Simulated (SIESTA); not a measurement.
# TiO2: equation of state with LDA

The system is TiO2.

```
Ti O
1.0
     2.70603   -2.70666    0.00000
     2.70603    2.70666    0.00000
    -2.63353    0.00000    4.79664
Ti O
2 4
Direct
  0.86589 0.13411 0.75000
  0.13411 0.86589 0.25000
  0.08876 0.33122 0.16715
  0.91124 0.66878 0.83285
  0.66878 0.91124 0.33285
  0.33122 0.08876 0.66715
```

The cell is a database's computed one.

```yaml
Program: SIESTA 5.4.2
Task: equation of state
Functional: LDA
Potentials_or_basis: PseudoDojo 0.4 standard (LDA files)
Basis: DZP (energy shift 0.003 Ry; two zetas on semicore shells)
Grid_cutoff: 800 Ry
Energy_shift: 0.003 Ry
k_mesh: 6 × 6 × 4
Occupations: fermi-dirac, width 0.05 eV
Spin: no spin polarisation
```

```json
{
  "Equilibrium volume": "11.22 Å³/atom",
  "Bulk modulus at fixed shape and positions": "232 GPa",
  "Pressure derivative of the bulk modulus": "4.3"
}
```

Energy against volume, from the lowest point:
| volume (Å³/atom) | energy (meV/atom) |
| --- | --- |
| 11.008 | 3.01 |
| 11.242 | 0.00 |
| 11.476 | 4.02 |
| 11.711 | 14.31 |
| 11.945 | 30.25 |
| 12.179 | 51.27 |
| 12.413 | 76.79 |

All runs of the series together: 36 min on 1 thread of Intel(R) Xeon(R) Processor @ 2.50GHz (Skylake/Cascade Lake) (shared host).

Caveat: the cell was scaled at fixed shape and fractional positions, which overstates the stiffness of a crystal with free parameters, most of all of layers and chains; the basis of atomic orbitals isn't converged, which shifts pressures, moduli and gaps.
